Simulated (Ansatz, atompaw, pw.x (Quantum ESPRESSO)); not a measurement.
**From atom to crystal: PAW (atompaw) potential for Yb**

```json
{
  "Element": "ytterbium",
  "Generator": "atompaw 4.2.0.5",
  "Type": "PAW",
  "Functional": "PBE",
  "Relativity": "scalar-relativistic",
  "Frozen core": "[Kr] 4d10",
  "Valence charge": "24",
  "Reference configuration": "4f14 5s2 5p6 5d0 6s2 6p0",
  "Partial waves": "5s (bound); 6s (bound); 5p (bound); 6p (bound, empty); 5d (bound, empty); 5d channel at 2.15 Ry; 4f (bound); 4f channel at 0.35 Ry",
  "Local potential": "troulliermartins scheme with l = 4 at 0.5 Ry, radius 2.25 bohr",
  "Core correction": "smooth core density matched at 1.56 bohr",
  "Augmentation charge": "besselshape compensation charge, radius 2.95 bohr; PAW radius 3.00 bohr; waves and projectors: bloechl"
}
```

Crystal test: sc Yb in pw.x 7.5, no spin, 10³ k-points, Fermi–Dirac smearing 0.01 Ry, cutoffs 55/550 Ry. The reference is all-electron LAPW (Ansatz 0.2.0) with the same functional, mesh and smearing; V0 and B0 come from Birch–Murnaghan fits to the pressures at five volumes. Errors are pseudo minus all-electron; Δ is the rms difference of the E(V) curves that follow from these fits, minima aligned, over ±6 % about the mean V0. Mesh and smearing are coarse, so the numbers serve the comparison and aren't converged zero-temperature values; the lattice is a test structure that the element need not adopt.

All-electron: a0 = 3.401 Å (V0 = 39.32 Å³/atom), B0 = 11.7 GPa.

Question: How far does the potential miss the all-electron equation of state?

Answer: mean pressure error (GPa): +0.60; a0 (Å): 3.457; a0 error (%): +1.67; B0 error (%): -8.5; Δ (meV/atom): 4.9. This is a poor potential for the solid.

```tsv
V (Å³/atom)	P all-electron (GPa)	P pseudo (GPa)
37.396	0.65	1.32
38.380	0.30	0.95
39.364	-0.01	0.57
40.348	-0.29	0.26
41.332	-0.53	0.00
```

Question: At the middle volume, how do free energy and pressure move when the wave cutoff is lowered (ecutrho held at 550 Ry)?

Answer:

```csv
cutoff (Ry),shift of F (meV/atom),shift of P (GPa)
25,+1692.3,-22.41
33,+313.5,-6.17
44,+18.1,-0.57
```

Input at the middle volume:

```
&control
  calculation='scf', prefix='x', pseudo_dir='./', outdir='./tmp', tstress=.true., disk_io='none'
/
&system
  ibrav=0, nat=1, ntyp=1, ecutwfc=55, ecutrho=550, nbnd=21,
  occupations='smearing', smearing='fd', degauss=0.01
/
&electrons
  conv_thr=1e-09, mixing_beta=0.4, electron_maxstep=70
/
ATOMIC_SPECIES
Yb 1.0 Yb.UPF
CELL_PARAMETERS angstrom
  3.40172922 0.00000000 0.00000000
  0.00000000 3.40172922 0.00000000
  0.00000000 0.00000000 3.40172922
ATOMIC_POSITIONS crystal
Yb 0.0000 0.0000 0.0000
K_POINTS automatic
10 10 10 0 0 0
```

```bash
pw.x < Yb.scf.in > Yb.scf.out
```

Lines of the output:

```
Message from routine setup:
     using ibrav=0 with symmetry is DISCOURAGED, use correct ibrav instead
     lattice parameter (alat)  =       6.4283  a.u.
     unit-cell volume          =     265.6414 (a.u.)^3
     number of electrons       =        24.00
     number of Kohn-Sham states=           21
     kinetic-energy cutoff     =      55.0000  Ry
     charge density cutoff     =     550.0000  Ry
     scf convergence threshold =      1.0E-09
     Exchange-correlation= SLA PW PBX PBC
     number of k points=    56  Fermi-Dirac smearing, width (Ry)=  0.0100
     iteration #  1     ecut=    55.00 Ry     beta= 0.40
     total energy              =   -1009.36522571 Ry
     estimated scf accuracy    <       1.04663475 Ry
     iteration #  2     ecut=    55.00 Ry     beta= 0.40
     total energy              =   -1011.83891027 Ry
     estimated scf accuracy    <       1.13580660 Ry
     iteration #  3     ecut=    55.00 Ry     beta= 0.40
     total energy              =   -1011.41684032 Ry
     estimated scf accuracy    <       0.34023564 Ry
     iteration #  4     ecut=    55.00 Ry     beta= 0.40
     total energy              =   -1011.56639238 Ry
     estimated scf accuracy    <       0.02697178 Ry
     iteration #  5     ecut=    55.00 Ry     beta= 0.40
     total energy              =   -1011.50688449 Ry
     estimated scf accuracy    <       0.06855106 Ry
     iteration #  6     ecut=    55.00 Ry     beta= 0.40
     total energy              =   -1011.52022352 Ry
     estimated scf accuracy    <       0.02017490 Ry
     iteration #  7     ecut=    55.00 Ry     beta= 0.40
     total energy              =   -1011.48196829 Ry
     estimated scf accuracy    <       0.01903935 Ry
     iteration #  8     ecut=    55.00 Ry     beta= 0.40
     total energy              =   -1011.57026191 Ry
     estimated scf accuracy    <       0.26133079 Ry
     [... 21 iterations left out ...]
     iteration # 30     ecut=    55.00 Ry     beta= 0.40
     total energy              =   -1011.50759500 Ry
     estimated scf accuracy    <       0.00000775 Ry
     iteration # 31     ecut=    55.00 Ry     beta= 0.40
     total energy              =   -1011.50759163 Ry
     estimated scf accuracy    <       0.00002545 Ry
     iteration # 32     ecut=    55.00 Ry     beta= 0.40
     total energy              =   -1011.50759037 Ry
     estimated scf accuracy    <       0.00000795 Ry
     iteration # 33     ecut=    55.00 Ry     beta= 0.40
     total energy              =   -1011.50759104 Ry
     estimated scf accuracy    <       0.00000083 Ry
     iteration # 34     ecut=    55.00 Ry     beta= 0.40
     total energy              =   -1011.50759100 Ry
     estimated scf accuracy    <       0.00000031 Ry
     iteration # 35     ecut=    55.00 Ry     beta= 0.40
     total energy              =   -1011.50759098 Ry
     estimated scf accuracy    <       0.00000011 Ry
     iteration # 36     ecut=    55.00 Ry     beta= 0.40
     total energy              =   -1011.50759097 Ry
     estimated scf accuracy    <       0.00000002 Ry
     iteration # 37     ecut=    55.00 Ry     beta= 0.40
     the Fermi energy is    11.9241 ev
!    total energy              =   -1011.50759098 Ry
     estimated scf accuracy    <          1.5E-10 Ry
     smearing contrib. (-TS)   =      -0.00994173 Ry
     convergence has been achieved in  37 iterations
          total   stress  (Ry/bohr**3)                   (kbar)     P=        5.75
     Message from routine punch:
     Nothing written, as per user request (disk_io='none')
```

The run at the middle volume (56 k-points, 37 iterations) took about 2.4 min on one core of a shared host (Intel(R) Xeon(R) 6975P-C, 192 threads, 756 GiB, load 97).
